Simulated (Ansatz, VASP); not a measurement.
# TePb: VASP beside Ansatz

Contents of INCAR:

```
SYSTEM = TePb
PREC = Accurate
ENCUT = 520
EDIFF = 1E-7
ISMEAR = -1
SIGMA = 0.05
LREAL = .FALSE.
LASPH = .TRUE.
NELM = 100
ALGO = Normal
ISIF = 2
LWAVE = .FALSE.
LCHARG = .FALSE.
GGA = PE
NBANDS = 17
```

KPOINTS

```
Automatic mesh
0
G
  7 7 7
  0 0 0
```

File POSCAR:

```
TePb
1.0
    0.0000000000      3.2310000000      3.2310000000
    3.2310000000      0.0000000000      3.2310000000
    3.2310000000      3.2310000000      0.0000000000
Pb Te
1 1
Direct
    0.0000000000      0.0000000000      0.0000000000
    0.5000000000      0.5000000000      0.5000000000
```

File input.yaml:

```yaml
crystal:
  lattice:
    - [0.0, 3.231, 3.231]
    - [3.231, 0.0, 3.231]
    - [3.231, 3.231, 0.0]
  atoms:
    - { symbol: Pb, position: [0.0, 0.0, 0.0] }
    - { symbol: Te, position: [0.5, 0.5, 0.5] }
hamiltonian:
  xc: pbe
  pseudopotentials: { kind: paw, azcp: { folder: soft_1 } }
kpoints:
  mp_grid: { grid: [7, 7, 7] }
scf:
  occupations: { method: fermi_dirac, width: 0.05 }
output:
  forces: true
  stress: true
  eigenvalues: true
  write_density: true
  write_potential: true
  elf: true
  volumetric_format: npy
```

Alike in both runs: task single point; functional PBE; k mesh 7 × 7 × 7; occupations fermi-dirac, width 0.05 eV; no spin polarisation.

|  | VASP | Ansatz |
| --- | --- | --- |
| version | VASP 6.6.1 | Ansatz 0.2.0 |
| potentials or method | VASP PAW PBE potentials, release 64 (Pb_d, Te) | Ansatz PAW soft_1 |
| plane-wave cutoff (eV) | 520 | 420 |
| valence electrons in the cell | 20 | 30 |

```csv
,VASP,Ansatz,Ansatz less VASP
gap on the k mesh at the Fermi level (eV),1.01,1.01,+0.002
least direct gap on the mesh (eV),1.01,1.01,+0.002
pressure (GPa),2.1,2.1,+0.05
```

With one functional, cell and mesh, what is left measures potentials, basis and numerics. The two sets of potentials don't hold the same shells in valence.

The runs have no spin-orbit coupling, so splittings on Pb, Te are missing.
